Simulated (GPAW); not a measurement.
BP:

```
P B
1.0
     0.00000    2.26900    2.26900
     2.26900    0.00000    2.26900
     2.26900    2.26900    0.00000
P B
1 1
Direct
  0.75000 0.75000 0.75000
  0.00000 0.00000 0.00000
```

Base run:

```yaml
Program: GPAW 26.7.0
Functional: PBE
Potentials_or_basis: GPAW PAW data sets (gpaw-data 1.2.1)
Cutoff: 600 eV
Basis: pw
k_mesh: 8 × 8 × 8
Occupations: fermi-dirac, width 0.05 eV
Spin: no spin polarisation
```

Its results: band gap on the k mesh 1.27 eV, indirect (least direct gap 3.41 eV); pressure 1.4 GPa.

Q: The run is repeated on the same cell with these changes: functional from PBE to LDA; potentials or basis from GPAW PAW data sets (gpaw-data 1.2.1) to the program's PAW data sets (release 1.2.1) made for this functional. What comes out?

A: Band gap on the k mesh 1.22 eV, indirect (least direct gap 3.38 eV); pressure -5.0 GPa.

Caveats: the cutoff is short for stress and forces, so pressures can be off by a GPa or more.

A k mesh can miss the band edges.
